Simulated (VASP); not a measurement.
Set up this calculation in VASP 6.6.1, as the native input.

```
Task                   : relaxation of cell and atoms
Functional             : PBE
Potentials or basis    : VASP PAW PBE potentials, release 64 (Mg, O)
Cutoff                 : 520 eV
k mesh                 : 12 × 12 × 12
Occupations            : gaussian, width 0.02 eV
Spin                   : no spin polarisation
Further INCAR settings : ALGO = Fast; EDIFF = 0.05; IBRION = 2; EDIFFG = -0.002; NSW = 80; ISIF = 3
```

The structure of MgO lies in POSCAR:

```
MgO
1.0
    0.0000000000      2.1085000000      2.1085000000
    2.1085000000      0.0000000000      2.1085000000
    2.1085000000      2.1085000000      0.0000000000
Mg O
1 1
Direct
    0.0000000000      0.0000000000      0.0000000000
    0.5000000000      0.5000000000      0.5000000000
```

One way to write it, as run:

INCAR

```
SYSTEM = MgO
ALGO     = Fast           ! electronic algorithm
EDIFF    = 0.05           ! SCF threshold, eV
EDIFFG   = -0.002         ! ionic threshold
ENCUT    = 520            ! plane-wave cutoff, eV
GGA      = PE             ! functional
IBRION   = 2              ! ionic algorithm
ISIF     = 3              ! what is computed and relaxed
ISMEAR   = 0              ! smearing method
LASPH    = .TRUE.         ! aspherical terms in the spheres
LCHARG   = .FALSE.        ! write CHGCAR
LREAL    = .FALSE.        ! projectors in reciprocal space
LWAVE    = .FALSE.        ! write WAVECAR
NELM     = 60             ! most SCF steps
NSW      = 80             ! ionic steps
PREC     = Accurate       ! precision mode
SIGMA    = 0.02           ! smearing width, eV
```

KPOINTS

```
k-points
0
G
  12 12 12
  0 0 0
```

Potentials or basis: VASP PAW PBE potentials, release 64 (Mg, O).

Launch:

```console
$ cat potpaw_PBE.64/Mg/POTCAR potpaw_PBE.64/O/POTCAR > POTCAR
$ mpirun -np 1 vasp_std > vasp.out
```

Results of the run:

| Property | Result |
| --- | --- |
| Relaxed volume | 9.58 Å³/atom |
| Relaxed cell | a = 3.003 Å, b = 3.003 Å, c = 3.003 Å, α = 60.00°, β = 60.00°, γ = 60.00° |
| Space group after relaxing (to 0.05 Å) | Fm-3m (No. 225) |
| Energy gained by relaxing | -1.3 meV/atom |
| Ionic steps | 25 |
| Pressure after relaxing | 0.0 GPa |
| Band gap on the k mesh | 4.49 eV, direct |

Wall time 61 s on 1 thread of Intel(R) Xeon(R) Platinum 8259CL CPU @ 2.50GHz (Skylake/Cascade Lake), on a shared host, peak memory 0.15 GiB.
